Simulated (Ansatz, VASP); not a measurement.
Two plane-wave programs on Pd

INCAR

```
SYSTEM = Pd
PREC = Accurate
ENCUT = 520
EDIFF = 1E-7
ISMEAR = -1
SIGMA = 0.05
LREAL = .False.
LASPH = .True.
NELM = 60
ALGO = Normal
ISIF = 2
LWAVE = .False.
LCHARG = .False.
GGA = PE
NBANDS = 17
```

The input KPOINTS:

```
Automatic mesh
0
Gamma
  11 11 6
  0 0 0
```

Contents of POSCAR:

```
Pd
1.0
    2.7836650458      0.0000000000      0.0000000000
   -1.3918325229      2.4107246453      0.0000000000
    0.0000000000      0.0000000000      4.6288930000
Pd
2
Direct
    0.3333333333      0.6666666667      0.2500000000
    0.6666666667      0.3333333333      0.7500000000
```

Contents of input.yaml:

```yaml
crystal:
  lattice:
    - [2.7836650458, 0.0, 0.0]
    - [-1.3918325229, 2.4107246453, 0.0]
    - [0.0, 0.0, 4.628893]
  atoms:
    - { symbol: Pd, position: [0.3333333333, 0.6666666667, 0.25] }
    - { symbol: Pd, position: [0.6666666667, 0.3333333333, 0.75] }
hamiltonian:
  xc: pbe
  pseudopotentials: { kind: paw }
kpoints:
  mp_grid: { grid: [11, 11, 6] }
scf:
  occupations: { method: fermi_dirac, width: 0.05 }
output:
  forces: true
  stress: true
  eigenvalues: true
```

This isn't the form of Pd at room conditions, which is fcc.

Alike in both runs: task single point; functional PBE; k mesh 11 × 11 × 6; occupations fermi-dirac, width 0.05 eV; no spin polarisation.

|  | VASP | Ansatz |
| --- | --- | --- |
| version | VASP 6.6.1 | Ansatz 0.2.0 |
| potentials or method | VASP PAW PBE potentials, release 64 (Pd) | Ansatz PAW |
| plane-wave cutoff (eV) | 520 | 420 |
| valence electrons in the cell | 20 | 36 |

Ansatz gave:

* gap on the k mesh at the Fermi level (eV): none
* pressure (GPa): -1.4
* largest component of the traceless stress (GPa): 0.23

Question: Estimate VASP's values.

Answer: gap on the k mesh at the Fermi level (eV): none; pressure (GPa): -1.6; largest component of the traceless stress (GPa): 0.17.

A gap of «none» marks a metal or a gap that the smearing closes. The functional is the same, so the differences come from potentials, cutoffs and numerics. The two sets of potentials don't hold the same shells in valence.
